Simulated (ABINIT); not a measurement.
Runs of ABINIT 10.8.3 (patched build) on InPd. It takes space group Pm-3m (No. 221, cubic). The conventional cell has a = 3.272 Å, b = 3.272 Å, c = 3.272 Å, α = 90.00°, β = 90.00°, γ = 90.00°. In (site symmetry m-3m) has 8 Pd at 2.83 Å as nearest neighbours. Pd (site symmetry m-3m) has 8 In at 2.83 Å as nearest neighbours. The cell comes from a database or a generator and needn't be the stable form of this composition.

```csv
task,level,cutoff (eV),smearing,fine-grid cutoff,gap on the mesh (eV),pressure (GPa),V0 of scaled cells (Å³/atom),B0 (GPa)
single point,PBE,599,gaussian 0.1 eV,1197.3 eV,none,3.5,-,-
single point,PBE,599,cold (ABINIT) 0.1 eV,1197.3 eV,none,3.5,-,-
single point,PBE,599,fermi-dirac 0.1 eV,1197.3 eV,none,3.6,-,-
equation of state,WC,707,fermi-dirac 0.05 eV,1306.15 eV,-,-,17.22,(b)
single point,PBE,599,cold-b (ABINIT) 0.1 eV,1197.3 eV,none,3.5,-,-
single point,PBE,599,methfessel-paxton 0.1 eV,1197.3 eV,none,3.5,-,-
equation of state,PW91,707,fermi-dirac 0.05 eV,1306.15 eV,-,-,(a),111
```

Alike in all rows: potentials or basis JTH PAW PBE v2.0; no spin polarisation; cell as given; k mesh 8 × 8 × 8.

Problem. Estimate the missing entries.

Solution. (a) 18.04; (b) 136.

Caveats: pressures at fixed basis lie under the slope of the energies (some runs); the PAW data sets were made with another functional, which shifts forces and pressure a little (some runs).

A k mesh can miss the band edges, and the runs leave out spin-orbit coupling on In, Pd.

A gap of «none» marks a metal or a gap under the smearing width.
